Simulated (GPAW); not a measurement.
A run of GPAW 26.7.0 is set up as follows.

The input run.py:

```python
from ase import Atoms
from ase.dft.bandgap import bandgap
from ase.io import write
from ase.units import GPa
from gpaw import GPAW, PW

atoms = Atoms(['Si'],
              cell=[[2.6205428149, 0.0, 0.0],
                    [-1.3102714075, 2.2694566494, 0.0],
                    [0.0, 0.0, 2.46635439]],
              scaled_positions=[[0.0, 0.0, 0.0]],
              pbc=True)

calc = GPAW(mode=PW(500),
            xc='MGGA_X_R2SCAN+MGGA_C_R2SCAN',
            kpts={'size': (9, 9, 9), 'gamma': True},
            occupations={'name': 'fermi-dirac', 'width': 0.05},
            nbands=8,
            maxiter=120,
            txt='gpaw.txt')
atoms.calc = calc
energy = atoms.get_potential_energy()
forces = atoms.get_forces()
stress = atoms.get_stress()
calc.write('gs.gpw')
write('result.traj', atoms)
print(f'Energy: {energy:.6f} eV')
print('Forces (eV/A):')
print(forces.round(4))
print('Stress (GPa):', (stress / GPa).round(3))
print('Fermi level:', round(calc.get_fermi_level(), 4), 'eV')
print(f'Gap: {bandgap(calc)[0]:.4f} eV, direct: {bandgap(calc, direct=True)[0]:.4f} eV')
```

Potentials or basis: GPAW PAW data sets (gpaw-data 1.2.1), pw.

The run is started by

```sh
$ OMP_NUM_THREADS=1 python run.py
```

(1) What does it give for the pressure?

(2) Predict the band gap on the k mesh.

Results:

(1) 3.0 GPa.

(2) none (metal or under the smearing width).

Caveat: the cutoff is short for stress and forces, so pressures can be off by a GPa or more; the PAW data sets were made with another functional, which shifts forces and pressure a little.
